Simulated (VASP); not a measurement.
# InAs (F-43m) in VASP: settings compared, part 2 of 2

VASP 6.6.1. Earlier steps stand in the parts before.

**3. Phonons, LDA**

This run uses another cell than the first one, of 27.44 Å³/atom, 0.962 times its volume.

The input, POSCAR:

```
InAs
1.0
    0.0000000000      3.0160780147      3.0160780147
    3.0160780147      0.0000000000      3.0160780147
    3.0160780147      3.0160780147      0.0000000000
  In              As
     1     1
Direct
     0.0000000000000000    0.0000000000000000    0.0000000000000000
     0.2500000000000000    0.2500000000000000    0.2500000000000000
```

The input, INCAR.step1:

```
SYSTEM = InAs
PREC = Accurate
ENCUT = 600
EDIFF = 1E-8
ISMEAR = 0
SIGMA = 0.03
LREAL = .FALSE.
LASPH = .TRUE.
NELM = 80
ALGO = Normal
ISIF = 3
LWAVE = .FALSE.
LCHARG = .FALSE.
IBRION = 2
NSW = 40
EDIFFG = -0.002
```

The input, INCAR.step2:

```
SYSTEM = InAs
PREC = Accurate
ENCUT = 600
EDIFF = 1E-8
ISMEAR = 0
SIGMA = 0.03
LREAL = .FALSE.
LASPH = .TRUE.
NELM = 80
ALGO = Normal
ISIF = 2
LWAVE = .FALSE.
LCHARG = .FALSE.
IBRION = 6
NFREE = 2
POTIM = 0.015
NSW = 1
```

The input, KPOINTS:

```
regular mesh
0
G
  10 10 10
  0 0 0
```

Potentials or basis: VASP PAW LDA potentials, release 64 (In_d, As).

On the command line:

```console
cat potpaw_LDA.64/In_d/POTCAR potpaw_LDA.64/As/POTCAR > POTCAR
cp INCAR.step1 INCAR
mpirun -np 1 vasp_std > vasp.out
cp CONTCAR POSCAR
cp INCAR.step2 INCAR
mpirun -np 1 vasp_std > vasp.out
```

OUTCAR:

```text
SYSTEM = InAs
   PREC = Accurate
   ENCUT = 600
   EDIFF = 1E-8
   ISMEAR = 0
   LREAL = .FALSE.
   LASPH = .TRUE.
   NELM = 80
   ISIF = 2
   IBRION = 6
   NFREE = 2
   POTIM = 0.015
   NSW = 1

 ion  position               nearest neighbor table
   1  0.000  0.000  0.000-   2 2.61   2 2.61   2 2.61   2 2.61
   2  0.250  0.250  0.250-   1 2.61   1 2.61   1 2.61   1 2.61

  LATTYP: Found a face centered cubic cell.
 ALAT       =     6.0321560294

  Lattice vectors:

 A1 = (   0.0000000000,   3.0160780147,   3.0160780147)
 A2 = (   3.0160780147,   0.0000000000,   3.0160780147)
[... 722 lines left out ...]
     12      10.9791      0.00000
     13      11.7528      0.00000

 [... further k-points ...]
[... 5 lines left out ...]
  --------------------------------------------------------------------------------------
  -------------------------------------------------------------------------------------
  Total       -0.0000784      0.0010200      0.0010200      0.0000000      0.1210107      0.0000000
  in kB       -0.0022887      0.0297815      0.0297815      0.0000000      3.5332684      0.0000000
  external PRESSURE =       0.0190915 kB  Pullay stress =       0.0000000 kB
[... 17 lines left out ...]
  FREE ENERGIE OF THE ION-ELECTRON SYSTEM (eV)
  ---------------------------------------------------
  free  energy   TOTEN  =        -9.0282251028 eV

  energy  without entropy=       -9.0281965773  energy(sigma->0) =       -9.02821084

 INTERNAL STRAIN TENSORS FROM DISPLACED ATOMS
 ============================================

 INTERNAL STRAIN TENSOR FOR ION    1 for displacements in x,y,z  (eV/Angst):
          X           Y           Z          XY          YZ          ZX
  --------------------------------------------------------------------------------
  x     0.00000    -0.00000    -0.00000     0.00000     8.07853     0.00000
  y    -0.00000    -0.00000    -0.00000     0.00000     0.00000     8.07853
  z    -0.00000    -0.00000     0.00000     8.07853     0.00000     0.00000

 INTERNAL STRAIN TENSOR FOR ION    2 for displacements in x,y,z  (eV/Angst):
          X           Y           Z          XY          YZ          ZX
  --------------------------------------------------------------------------------
  x    -0.00000     0.00000     0.00000     0.00000    -8.06545     0.00000
  y     0.00000    -0.00000     0.00000     0.00000     0.00000    -8.06545
  z     0.00000     0.00000    -0.00000    -8.06545     0.00000     0.00000

 Eigenvectors and eigenvalues of the dynamical matrix
 ----------------------------------------------------

   1 f  =    6.380216 THz    40.088079 2PiTHz  212.821093 cm-1    26.386441 meV
             X         Y         Z           dx          dy          dz
      0.000000  0.000000  0.000000    -0.628463   -0.017689    0.004051
      1.508039  1.508039  1.508039     0.777304    0.021878   -0.005010
[... 21 lines left out ...]
   6 f/i=    0.002823 THz     0.017739 2PiTHz    0.094174 cm-1     0.011676 meV
             X         Y         Z           dx          dy          dz
      0.000000  0.000000  0.000000     0.767811   -0.122325   -0.014395
      1.508039  1.508039  1.508039     0.620788   -0.098902   -0.011638

 ELASTIC MODULI CONTR FROM IONIC RELAXATION (kBar)
 Direction    XX          YY          ZZ          XY          YZ          ZX
 --------------------------------------------------------------------------------
 XX          -0.0000      0.0000      0.0000      0.0000     -0.0000      0.0000
 YY           0.0000     -0.0000     -0.0000      0.0000      0.0000      0.0000
 ZZ           0.0000     -0.0000     -0.0000     -0.0000      0.0000      0.0000
 XY           0.0000      0.0000     -0.0000   -251.8830      0.0000      0.0000
 YZ          -0.0000      0.0000      0.0000      0.0000   -251.8830      0.0000
 ZX           0.0000      0.0000      0.0000      0.0000      0.0000   -251.8830
 --------------------------------------------------------------------------------
```

OUTCAR.step1:

```text
SYSTEM = InAs
   PREC = Accurate
   ENCUT = 600
   EDIFF = 1E-8
   ISMEAR = 0
   LREAL = .FALSE.
   LASPH = .TRUE.
[... 610 lines left out ...]
      0.00000      0.00000      0.00000         0.000000      0.000000      0.000000
      1.50804      1.50804      1.50804        -0.000000     -0.000000     -0.000000
 -----------------------------------------------------------------------------------
    total drift:                                0.000000      0.000000      0.000000

  FREE ENERGIE OF THE ION-ELECTRON SYSTEM (eV)
  ---------------------------------------------------
  free  energy   TOTEN  =        -9.0290702668 eV

  energy  without entropy=       -9.0290239881  energy(sigma->0) =       -9.02904713

 reached required accuracy - stopping structural energy minimisation
```

Run time: 7.2 min. Hardware: 1 thread of AMD EPYC 7R13 (Zen 3), shared host; peak memory 0.35 GiB.

Results:

```
Highest phonon frequency at Γ, LO-TO splitting left out : 213 cm⁻¹
```

Phonon frequencies in cm⁻¹ (negative: imaginary):
```tsv
q point	frequencies
(0.000, 0.000, 0.000)	0 0 0 213 213 213
```

**4. Elastic constants, PBEsol**

This run uses another cell than the first one, of 28.25 Å³/atom, 0.991 times its volume.

The input, POSCAR:

```
InAs
1.0
    0.0000000000      3.0454540627      3.0454540627
    3.0454540627      0.0000000000      3.0454540627
    3.0454540627      3.0454540627      0.0000000000
  In              As
     1     1
Direct
     0.0000000000000000    0.0000000000000000    0.0000000000000000
     0.2500000000000000    0.2500000000000000    0.2500000000000000
```

The input, INCAR.step1:

```
SYSTEM = InAs
  PREC = Accurate
  ENCUT = 600
  EDIFF = 1E-8
  ISMEAR = 0
  SIGMA = 0.03
  LREAL = .False.
  LASPH = .True.
  NELM = 80
  ALGO = Normal
  ISIF = 3
  LWAVE = .False.
  LCHARG = .False.
  GGA = PS
  IBRION = 2
  NSW = 40
  EDIFFG = -0.002
```

The input, INCAR.step2:

```
SYSTEM = InAs
  PREC = Accurate
  ENCUT = 600
  EDIFF = 1E-8
  ISMEAR = 0
  SIGMA = 0.03
  LREAL = .False.
  LASPH = .True.
  NELM = 80
  ALGO = Normal
  ISIF = 3
  LWAVE = .False.
  LCHARG = .False.
  GGA = PS
  IBRION = 6
  NFREE = 2
  POTIM = 0.015
  NSW = 1
```

The input, KPOINTS:

```
regular mesh
0
Gamma
  10 10 10
  0 0 0
```

Potentials or basis: VASP PAW PBE potentials, release 64 (In_d, As).

On the command line:

```console
cat potpaw_PBE.64/In_d/POTCAR potpaw_PBE.64/As/POTCAR > POTCAR
cp INCAR.step1 INCAR
mpirun -np 1 vasp_std > vasp.out
cp CONTCAR POSCAR
cp INCAR.step2 INCAR
mpirun -np 1 vasp_std > vasp.out
```

OUTCAR:

```text
SYSTEM = InAs
   PREC = Accurate
   ENCUT = 600
   EDIFF = 1E-8
   ISMEAR = 0
   LREAL = .False.
   LASPH = .True.
   NELM = 80
   ISIF = 3
   GGA = PS
   IBRION = 6
   NFREE = 2
   POTIM = 0.015
   NSW = 1

 ion  position               nearest neighbor table
   1  0.000  0.000  0.000-   2 2.64   2 2.64   2 2.64   2 2.64
   2  0.250  0.250  0.250-   1 2.64   1 2.64   1 2.64   1 2.64

  LATTYP: Found a face centered cubic cell.
 ALAT       =     6.0909081254

  Lattice vectors:

 A1 = (   0.0000000000,   3.0454540627,   3.0454540627)
 A2 = (   3.0454540627,   0.0000000000,   3.0454540627)
 A3 = (   3.0454540627,   3.0454540627,   0.0000000000)

Analysis of symmetry for initial positions (statically):
=====================================================================
 Subroutine PRICEL returns:
 Original cell was already a primitive cell.

 Routine SETGRP: Setting up the symmetry group for a
 face centered cubic supercell.

 Subroutine GETGRP returns: Found 24 space group operations
 (whereof 24 operations were pure point group operations)
 out of a pool of 48 trial point group operations.

The static configuration has the point symmetry T_d .

Analysis of symmetry for dynamics (positions and initial velocities):
=====================================================================
 Subroutine PRICEL returns:
[... 760 lines left out ...]
      6      -7.5954      2.00000
      7       3.7639      2.00000
      8       4.1262      1.96635
      9       4.1565      1.51324
     10       4.1849      0.52041
     11       7.9818      0.00000
     12       8.0024      0.00000
     13       8.0247      0.00000
[... 397 lines left out ...]
  FREE ENERGIE OF THE ION-ELECTRON SYSTEM (eV)
  ---------------------------------------------------
  free  energy   TOTEN  =        -8.4893846816 eV

  energy  without entropy=       -8.4893558515  energy(sigma->0) =       -8.48937027

 INTERNAL STRAIN TENSORS FROM STRAINED CELLS
 ============================================

 INTERNAL STRAIN TENSOR FOR ION    1 for displacements in x,y,z  (eV/Angst):
          X           Y           Z          XY          YZ          ZX
  --------------------------------------------------------------------------------
  x     0.00000    -0.00000     0.00000     0.00000     7.59835     0.00000
  y    -0.00000     0.00000     0.00000    -0.00000     0.00000     7.59811
  z    -0.00000     0.00000     0.00000     7.59884    -0.00000     0.00000

 INTERNAL STRAIN TENSORS FROM DISPLACED ATOMS
 ============================================

 INTERNAL STRAIN TENSOR FOR ION    1 for displacements in x,y,z  (eV/Angst):
          X           Y           Z          XY          YZ          ZX
  --------------------------------------------------------------------------------
  x     0.00000     0.00000     0.00000     0.00000     7.57637     0.00000
  y     0.00000    -0.00000     0.00000     0.00000     0.00000     7.57637
  z     0.00000     0.00000     0.00000     7.57637     0.00000     0.00000

 INTERNAL STRAIN TENSOR FOR ION    2 for displacements in x,y,z  (eV/Angst):
          X           Y           Z          XY          YZ          ZX
  --------------------------------------------------------------------------------
  x    -0.00000     0.00000     0.00000     0.00000    -7.56934     0.00000
  y     0.00000     0.00000     0.00000     0.00000     0.00000    -7.56934
  z     0.00000     0.00000     0.00000    -7.56934     0.00000     0.00000

 Eigenvectors and eigenvalues of the dynamical matrix
 ----------------------------------------------------

   1 f  =    6.205264 THz    38.988822 2PiTHz  206.985320 cm-1    25.662897 meV
             X         Y         Z           dx          dy          dz
      0.000000  0.000000  0.000000    -0.628491    0.000000    0.000000
      1.522727  1.522727  1.522727     0.777817    0.000000    0.000000
[... 21 lines left out ...]
   6 f/i=    0.000880 THz     0.005530 2PiTHz    0.029361 cm-1     0.003640 meV
             X         Y         Z           dx          dy          dz
      0.000000  0.000000  0.000000     0.000000    0.000000    0.777817
      1.522727  1.522727  1.522727     0.000000    0.000000    0.628491

--------------------------------------------------------------------------------------------------------

 ELASTIC MODULI CONTR FROM IONIC RELAXATION (kBar)
 Direction    XX          YY          ZZ          XY          YZ          ZX
 --------------------------------------------------------------------------------
 XX          -0.0000      0.0000      0.0000      0.0000     -0.0000      0.0000
 YY           0.0000     -0.0000     -0.0000      0.0000      0.0000      0.0000
 ZZ           0.0000     -0.0000     -0.0000     -0.0000      0.0000      0.0000
 XY           0.0000      0.0000     -0.0000   -227.6851      0.0000      0.0000
 YZ          -0.0000      0.0000      0.0000      0.0000   -227.6851     -0.0000
 ZX           0.0000      0.0000      0.0000      0.0000     -0.0000   -227.6851
 --------------------------------------------------------------------------------

 TOTAL ELASTIC MODULI (kBar)
 Direction    XX          YY          ZZ          XY          YZ          ZX
 --------------------------------------------------------------------------------
 XX         782.4831    446.5229    446.5229     -0.0000     -0.0000      0.0000
 YY         446.5229    782.4831    446.5229     -0.0000     -0.0000      0.0000
 ZZ         446.5229    446.5229    782.4831      0.0000     -0.0000      0.0000
 XY          -0.0000     -0.0000      0.0000    343.6667      0.0000      0.0000
 YZ          -0.0000     -0.0000     -0.0000      0.0000    343.6667     -0.0000
 ZX           0.0000      0.0000      0.0000      0.0000     -0.0000    343.6667
 --------------------------------------------------------------------------------
```

OUTCAR.step1:

```text
SYSTEM = InAs
   PREC = Accurate
   ENCUT = 600
   EDIFF = 1E-8
   ISMEAR = 0
   LREAL = .False.
   LASPH = .True.
[... 611 lines left out ...]
      0.00000      0.00000      0.00000         0.000000      0.000000      0.000000
      1.52273      1.52273      1.52273        -0.000000     -0.000000     -0.000000
 -----------------------------------------------------------------------------------
    total drift:                               -0.000000     -0.000000     -0.000000

  FREE ENERGIE OF THE ION-ELECTRON SYSTEM (eV)
  ---------------------------------------------------
  free  energy   TOTEN  =        -8.4901844725 eV

  energy  without entropy=       -8.4901381939  energy(sigma->0) =       -8.49016133

 reached required accuracy - stopping structural energy minimisation
```

OSZICAR.step1:

```text
N       E                     dE             d eps       ncg     rms          rms(c)
DAV:   1     0.116991123238E+03    0.11699E+03   -0.90594E+03  1222   0.162E+03
DAV:   2    -0.656113946914E-01   -0.11706E+03   -0.11357E+03  1262   0.337E+02
DAV:   3    -0.854554525223E+01   -0.84799E+01   -0.83841E+01  1592   0.926E+01
DAV:   4    -0.877073799983E+01   -0.22519E+00   -0.22501E+00  1347   0.170E+01
DAV:   5    -0.878047729673E+01   -0.97393E-02   -0.97389E-02  1817   0.325E+00    0.429E+00
DAV:   6    -0.852145696980E+01    0.25902E+00   -0.45862E-01  1845   0.136E+01    0.236E+00
DAV:   7    -0.849151488357E+01    0.29942E-01   -0.12739E-01  1679   0.390E+00    0.669E-01
DAV:   8    -0.848987710257E+01    0.16378E-02   -0.12795E-02  1528   0.164E+00    0.196E-01
DAV:   9    -0.849011400172E+01   -0.23690E-03   -0.10166E-03  1532   0.415E-01    0.105E-01
DAV:  10    -0.849016746941E+01   -0.53468E-04   -0.12377E-04  1866   0.151E-01    0.717E-02
DAV:  11    -0.849018455215E+01   -0.17083E-04   -0.53208E-05  1322   0.105E-01    0.435E-02
DAV:  12    -0.849018443675E+01    0.11541E-06   -0.52105E-06  1372   0.198E-02    0.119E-02
DAV:  13    -0.849018447229E+01   -0.35544E-07   -0.11503E-06  1497   0.733E-03    0.681E-03
DAV:  14    -0.849018447255E+01   -0.25693E-09   -0.84058E-08  1387   0.331E-03
   1 F= -.84901845E+01 E0= -.84901613E+01  d E =-.849018E+01
```

It took 30 min on 1 thread of Intel Xeon Platinum 8488C (Sapphire Rapids), shared host; peak memory 0.55 GiB.

What came out:

```
Elastic constants C11, C12, C44                         : 78, 45, 34 GPa
Voigt bulk modulus                                      : 56 GPa
Highest phonon frequency at Γ, LO-TO splitting left out : 207 cm⁻¹
```

Phonon frequencies in cm⁻¹ (negative: imaginary):
```tsv
q point	frequencies
(0.000, 0.000, 0.000)	0 0 0 207 207 207
```

Elastic tensor in Voigt notation (GPa, in the Cartesian axes of the cell as first typed):
```
78 45 45  0  0  0
45 78 45  0  0  0
45 45 78  0  0  0
 0  0  0 34  0  0
 0  0  0  0 34  0
 0  0  0  0  0 34
```

Clamped-ion elastic tensor (GPa):
```
78 45 45  0  0  0
45 78 45  0  0  0
45 45 78  0  0  0
 0  0  0 57  0  0
 0  0  0  0 57  0
 0  0  0  0  0 57
```

Caveat: the PAW data sets were made with another functional, which shifts forces and pressure a little.

**5. Band structure, PBE**

This run uses another cell than the first one, of 28.25 Å³/atom, 0.991 times its volume.

The input, INCAR:

```
SYSTEM = InAs
PREC = Accurate
ENCUT = 520
EDIFF = 1E-6
ISMEAR = 0
SIGMA = 0.03
LREAL = .FALSE.
LASPH = .TRUE.
NELM = 80
ALGO = Normal
ISIF = 2
LWAVE = .FALSE.
LCHARG = .FALSE.
GGA = PE
KPAR = 8
```

The input, KPOINTS:

```
Automatic mesh
0
G
  8 8 8
  0 0 0
```

The input, POSCAR:

```
InAs                                    
1.0
    0.0000000000      3.0454540626      3.0454540626
    3.0454540626      0.0000000000      3.0454540626
    3.0454540626      3.0454540626      0.0000000000
  In              As            
     1     1
Direct
     0.0000000000000000    0.0000000000000000    0.0000000000000000
     0.2500000000000000    0.2500000000000000    0.2500000000000000
```

The input, KPOINTS_OPT:

```
explicit points
6
Reciprocal
 0.0000000000  0.0000000000  0.0000000000 1
 0.3750000000  0.3750000000  0.7500000000 1
 0.5000000000  0.5000000000  0.5000000000 1
 0.6250000000  0.2500000000  0.6250000000 1
 0.5000000000  0.2500000000  0.7500000000 1
 0.5000000000  0.0000000000  0.5000000000 1
```

On the command line:

```console
cat potpaw_PBE.64/In_d/POTCAR potpaw_PBE.64/As/POTCAR > POTCAR
mpirun -np 8 vasp_std > vasp.out
```

It took 4.2 s on 8 MPI ranks of AMD EPYC 9R45 (Zen 5), shared host; peak memory 0.19 GiB.

Results (log left out):

- Free energy: -7.6943 eV
- Pressure: 2.6 GPa
- Band gap along the path: none (metal or under the smearing width)

Levels at points of the mesh, in eV from the Fermi level:
```csv
k point,band 5,band 6,band 7,band 8,band 9,band 10,band 11,band 12,band 13
"(0.00, 0.00, 0.00)",-14.24,-11.73,-0.32,-0.01,-0.01,-0.01,3.89,3.89,3.89
"(0.50, 0.00, 0.00)",-14.23,-10.33,-5.66,-0.97,-0.97,0.90,4.65,4.65,6.82
"(0.50, 0.50, 0.00)",-14.22,-9.81,-5.75,-2.26,-2.26,1.57,2.05,9.04,9.11
```

Caveat: spin-orbit coupling is left out, which moves the levels of the heavy elements; this crystal is a semiconductor, whose small gap the functional closes, so the metal is an error of the method.

**6. Comparison with measurements**

Step 5. A measured gap of InAs is 0.418 eV (direct; 4.2 K; a printed reference work, data compilation); the calculated 0.00 eV misses it by -0.42 eV. Spin-orbit coupling on As, In is left out. The value is that of PBE, without temperature or zero-point motion. Semilocal functionals fall short of measured gaps as a rule.
